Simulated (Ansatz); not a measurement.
TiAl3: symmetry broken, then relaxed

Theory: DFT PBE, scalar-relativistic, plane waves, PAW (Ansatz). Cutoff 420 eV, Γ-centred 8×8×6 k-points, Gaussian smearing of 0.15 eV. No spin polarisation. Energies are free energies at this smearing, counted from the undisturbed cell; pressure is positive in compression.

The undisturbed cell (relaxed at this level):

```
Ti Al
1.0
     1.92267   -1.92267   -4.31140
     1.92267   -1.92267    4.31140
    -3.84535   -3.84535    0.00000
Ti Al
2 6
Direct
  0.00000 0.00000 0.00000
  0.50000 0.50000 0.50000
  0.50000 0.50000 0.00000
  0.00000 0.00000 0.50000
  0.00000 0.50000 0.25000
  0.50000 0.00000 0.75000
  0.50000 0.00000 0.25000
  0.00000 0.50000 0.75000
```

The atoms are displaced (Å, in the unstrained cell):

| atom | ux | uy | uz |
| --- | --- | --- | --- |
| Ti1 | -0.071 | 0.055 | 0.051 |
| Ti2 | -0.086 | 0.123 | 0.024 |
| Al3 | -0.018 | 0.074 | 0.037 |
| Al4 | -0.065 | -0.040 | -0.063 |
| Al5 | 0.007 | -0.063 | 0.022 |
| Al6 | 0.046 | -0.032 | -0.103 |
| Al7 | 0.125 | 0.009 | -0.022 |
| Al8 | 0.063 | -0.125 | 0.053 |

The atoms are then relaxed in that fixed cell.

Task: Does the relaxation return to the undisturbed structure?

Result: Yes (up to a choice of domain or origin): same space group and volume, and an energy 0.0 meV/atom from it. The disturbance itself cost 47.3 meV/atom. The final space group reads I4/mmm (tolerance 0.05 Å) and the volume changes by 0.00 %.

Final structure:

```
Ti Al
1.0
     1.92267   -1.92267   -4.31140
     1.92267   -1.92267    4.31140
    -3.84535   -3.84535    0.00000
Ti Al
2 6
Direct
  0.99993 0.00002 0.00000
  0.50011 0.50006 0.50001
  0.49974 0.50017 0.00003
  0.00042 0.99984 0.49997
  0.99980 0.49985 0.25016
  0.50007 0.00009 0.74984
  0.50002 0.99999 0.24989
  0.99991 0.49997 0.75011
```

The relaxation, step by step (energy from the first step):

```
step  ΔE (meV/atom) largest force component (eV/Å) pressure (GPa)
   1            0.0                           1.101             n/a
   2          -44.7                           0.358             n/a
   3          -47.3                           0.008             n/a
   4          -47.3                           0.008             n/a
```

Cost: 3 runs of about 3.8 core-minutes in all, on Intel Xeon Platinum 8375C (Ice Lake) (shared hosts).